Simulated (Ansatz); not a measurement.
## Band structure of Sr

```
CELL_PARAMETERS angstrom
0.00000 4.80912 4.80912
4.80912 0.00000 4.80912
4.80912 4.80912 0.00000
ATOMIC_POSITIONS crystal
Sr 0.00000 0.00000 0.00000
Sr 0.25000 0.25000 0.25000
```

Atoms are numbered in the order listed.

The conventional cell has a = 9.618 Å, b = 9.618 Å, c = 9.618 Å, α = 90.00°, β = 90.00°, γ = 90.00°. Sr (atom 1) has 4 Sr at 4.16 Å as nearest neighbours.

The structure comes from a relaxation in the same program, started in the diamond type, and has space group Fd-3m. Whether it is a known phase or the ground state wasn't checked.

Method: DFT, PBE, all-electron LAPW, Dirac equation with spin-orbit coupling (Ansatz 0.2.0).

Settings: a Γ-centred 11×11×11 k mesh, Fermi–Dirac smearing of 0.08 eV, basis error target 0.25 meV/atom, no spin polarisation.

Points in fractions of the reciprocal vectors of this cell: Γ (0, 0, 0), X (0.5, 0, 0.5), U (0.625, 0.25, 0.625), K (0.375, 0.375, 0.75), L (0.5, 0.5, 0.5), W (0.5, 0.25, 0.75). The path joins them by straight lines in the order Γ–X–U–K–Γ–L–W–X; legs that retrace an earlier one aren't tabulated. Energies are in eV from the Fermi level.

Question: List the levels at X between -20 and 0.5 eV.

Answer: -19.24 (×4), -19.18 (×4), -1.07 (×4), 0.21 (×4).

Question: List the levels at L between -20 and 0.5 eV.

Answer: -19.25 (×2), -19.21 (×2), -19.20 (×2), -19.17 (×2), -1.79 (×2), -0.74 (×2).

Question: List the levels at W between -20 and 0.5 eV.

Answer: -19.25 (×2), -19.21 (×4), -19.17 (×2), -1.03 (×2), -1.02 (×2), 0.02 (×2), 0.04 (×2).

Question: What is the band gap?

Answer: none: bands cross the Fermi level, a metal.
